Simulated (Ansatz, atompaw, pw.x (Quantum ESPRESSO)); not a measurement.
pw.x on fcc Si: one setting changed

Potential: PAW, atompaw 4.2.0.5, LDA (PW92); core [Ne], reference 3s2 3p2; waves: 3s (bound): rc 2.30 bohr; 3s channel at -0.15 Ry: rc 2.05 bohr; 3p (bound): rc 2.30 bohr; 3p channel at 0.15 Ry: rc 2.25 bohr; 3d channel at 0.2 Ry: rc 2.30 bohr; local part: troulliermartins scheme with l = 3 at 0.5 Ry, radius 1.95 bohr; core correction: smooth core density matched at 1.45 bohr; augmentation: besselshape compensation charge, radius 1.94 bohr; PAW radius 2.30 bohr; waves and projectors: custom rrkj gramschmidtortho.

The reference run (k-mesh 15³, cutoffs 40/400 Ry, Fermi–Dirac 0.01 Ry, mixing_beta 0.4, conv_thr 1e-9, no spin) gives 1.21 GPa at 13.850 Å³/atom, where all-electron LAPW gives 0.45 GPa. This run, with its own iteration cap, changes k-mesh points per axis to 4.

```
&control
  calculation='scf', prefix='x', pseudo_dir='./', outdir='./tmp', tstress=.true., disk_io='none'
/
&system
  ibrav=0, nat=1, ntyp=1, ecutwfc=40, ecutrho=400, nbnd=9,
  occupations='smearing', smearing='fd', degauss=0.01
/
&electrons
  conv_thr=1e-09, mixing_beta=0.4, electron_maxstep=60
/
ATOMIC_SPECIES
Si 1.0 Si.UPF
CELL_PARAMETERS angstrom
  0.00000000 1.90607474 1.90607474
  1.90607474 0.00000000 1.90607474
  1.90607474 1.90607474 0.00000000
ATOMIC_POSITIONS crystal
Si 0.0000 0.0000 0.0000
K_POINTS automatic
4 4 4 0 0 0
```

```bash
pw.x < Si.scf.in > Si.scf.out
```

How does the run end?

It converges in 6 iterations; the free energy moves by -39.2 meV/atom and the pressure by -5.68 GPa.

```
Message from routine setup:
     using ibrav=0 with symmetry is DISCOURAGED, use correct ibrav instead
     lattice parameter (alat)  =       5.0939  a.u.
     unit-cell volume          =      93.4644 (a.u.)^3
     number of electrons       =         4.00
     number of Kohn-Sham states=            9
     kinetic-energy cutoff     =      40.0000  Ry
     charge density cutoff     =     400.0000  Ry
     scf convergence threshold =      1.0E-09
     Exchange-correlation= SLA PW NOGX NOGC
     number of k points=     8  Fermi-Dirac smearing, width (Ry)=  0.0100
     negative rho (up, down):  1.481E-02 0.000E+00
     iteration #  1     ecut=    40.00 Ry     beta= 0.40
     negative rho (up, down):  1.818E-02 0.000E+00
     total energy              =     -44.61688059 Ry
     estimated scf accuracy    <       0.00575774 Ry
     iteration #  2     ecut=    40.00 Ry     beta= 0.40
     negative rho (up, down):  2.300E-02 0.000E+00
     total energy              =     -44.61602697 Ry
     estimated scf accuracy    <       0.00170033 Ry
     iteration #  3     ecut=    40.00 Ry     beta= 0.40
     negative rho (up, down):  2.293E-02 0.000E+00
     total energy              =     -44.61612315 Ry
     estimated scf accuracy    <       0.00000442 Ry
     iteration #  4     ecut=    40.00 Ry     beta= 0.40
     negative rho (up, down):  2.278E-02 0.000E+00
     total energy              =     -44.61612721 Ry
     estimated scf accuracy    <       0.00000014 Ry
     iteration #  5     ecut=    40.00 Ry     beta= 0.40
     negative rho (up, down):  2.266E-02 0.000E+00
     total energy              =     -44.61612724 Ry
     estimated scf accuracy    <       0.00000003 Ry
     iteration #  6     ecut=    40.00 Ry     beta= 0.40
     negative rho (up, down):  2.265E-02 0.000E+00
     the Fermi energy is    11.2642 ev
!    total energy              =     -44.61612724 Ry
     estimated scf accuracy    <          2.3E-11 Ry
     smearing contrib. (-TS)   =      -0.00216065 Ry
     convergence has been achieved in   6 iterations
     negative rho (up, down):  2.265E-02 0.000E+00
          total   stress  (Ry/bohr**3)                   (kbar)     P=      -44.78
     Message from routine punch:
     Nothing written, as per user request (disk_io='none')
```

The run took about 2.7 s on one core of a shared host (Intel(R) Xeon(R) Platinum 8559C, 192 threads, 1488 GiB, load 82).
